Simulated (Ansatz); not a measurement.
## BaS (CsCl type): gap against strain (uniaxial along [111], other directions held)

BaS (CsCl type), relaxed with r2SCAN in the plane-wave code Ansatz, then strained (uniaxial along [111], other directions held; changes of length per length, axes as in the cell below) with the atoms relaxed again within the symmetry that is left. Space group Pm-3m (No. 221), cubic; a = 3.834 Å in the conventional setting, 28.17 Å³ an atom. Around Ba lie 8 S at 3.32 Å; around S lie 8 Ba at 3.32 Å. The calculation is spin-unpolarised, and the structure need not be a phase that has been made.

```yaml
crystal:
  lattice:
    - [3.83376, 0.00000, 0.00000]
    - [0.00000, 3.83376, 0.00000]
    - [0.00000, 0.00000, 3.83376]
  atoms:
    - { symbol: Ba, position: [0.00000, 0.00000, 0.00000] }
    - { symbol: S, position: [0.50000, 0.50000, 0.50000] }
```

Gaps are the least over each mesh (PBE 6×6×6, r2SCAN 6×6×6, HSE06 4×4×4 when unstrained) and the special points, which keep their unstrained names; stress is the change from the unstrained cell, compression positive.

```csv
strain (%),"gap, PBE (eV)","gap, r2SCAN (eV)","gap, HSE06 (eV)","edges, HSE06","stress along the strain, r2SCAN (GPa)","energy rise, r2SCAN (meV/atom)"
-3.68,1.520,1.886,2.410,M → Γ,+3.22,9.8
-2.45,1.534,1.899,2.424,M → Γ,+1.95,4.1
0.0,1.564,1.926,2.453,M → Γ,0.00,0.0
+2.85,1.604,1.963,2.492,M → Γ,-1.52,3.9
+5.17,1.641,1.999,2.529,M → Γ,-2.32,11.7
```

Between zero and the nearest strains the slope of the HSE06 gap against strain is +0.012 eV per percent for negative and +0.014 for positive strain.

The runs are scalar-relativistic, without spin-orbit coupling.

The meshes of the hybrids are coarse, so their gaps aren't converged to the digits shown.
